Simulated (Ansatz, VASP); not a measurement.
Co in VASP and in Ansatz

Contents of INCAR:

```
SYSTEM = Co
PREC     = Accurate       ! precision mode
ENCUT    = 520            ! plane-wave cutoff, eV
EDIFF    = 1E-6           ! SCF threshold, eV
ISMEAR   = -1             ! smearing method
SIGMA    = 0.1            ! smearing width, eV
LREAL    = .FALSE.        ! projectors in reciprocal space
LASPH    = .TRUE.         ! aspherical terms in the spheres
NELM     = 60             ! most SCF steps
ALGO     = Normal         ! electronic algorithm
ISIF     = 2              ! what is computed and relaxed
LWAVE    = .FALSE.        ! write WAVECAR
LCHARG   = .FALSE.        ! write CHGCAR
GGA      = CA             ! functional
NBANDS   = 10             ! bands
```

File KPOINTS:

```
Automatic mesh
0
G
  16 16 16
  0 0 0
```

The input POSCAR:

```
Co
1.0
    2.1947034553      0.0000000000      0.0000000000
    0.0000000000      2.1947034553      0.0000000000
    0.0000000000      0.0000000000      2.1947034553
Co
1
Direct
    0.0000000000      0.0000000000      0.0000000000
```

Input for Ansatz:

```yaml
crystal:
  lattice:
    - [2.1947034553, 0.0, 0.0]
    - [0.0, 2.1947034553, 0.0]
    - [0.0, 0.0, 2.1947034553]
  atoms:
    - { symbol: Co, position: [0.0, 0.0, 0.0] }
hamiltonian:
  xc: lda
  pseudopotentials:
    kind: paw
    azcp:
      Co: "pseudopotentials/Co.paw.azcp"
basis:
  ecutwfc: 420
  fft_grid_basis: typed
kpoints:
  mp_grid: { grid: [16, 16, 16], shift: [0, 0, 0] }
magnetization:
  spin_polarized: false
scf:
  occupations: { method: fermi_dirac, width: 0.1 }
  lower_state_search: "off"
output:
  stress: true
```

Alike in both runs: task single point; functional LDA; k mesh 16 × 16 × 16; occupations fermi-dirac, width 0.1 eV; no spin polarisation.

|  | VASP | Ansatz |
| --- | --- | --- |
| version | VASP 6.6.1 | Ansatz 0.2.0 |
| potentials or method | VASP PAW LDA potentials, release 64 (Co) | plane waves (420 eV) with PAW, scalar-relativistic |
| plane-wave cutoff (eV) | 520 | 420 |
| valence electrons in the cell | 9 | 17 |

|  | VASP | Ansatz | Ansatz less VASP |
| --- | --- | --- | --- |
| pressure (GPa) | 9.1 | 10.4 | +1.33 |

The two sets of potentials don't hold the same shells in valence. Ansatz warned: «pseudo_functional_mismatch».

Caveats: the run has no spin polarisation, though such a crystal can be magnetic. Spin polarisation is off, so any magnetic state and its effect on volume and gap are missing.
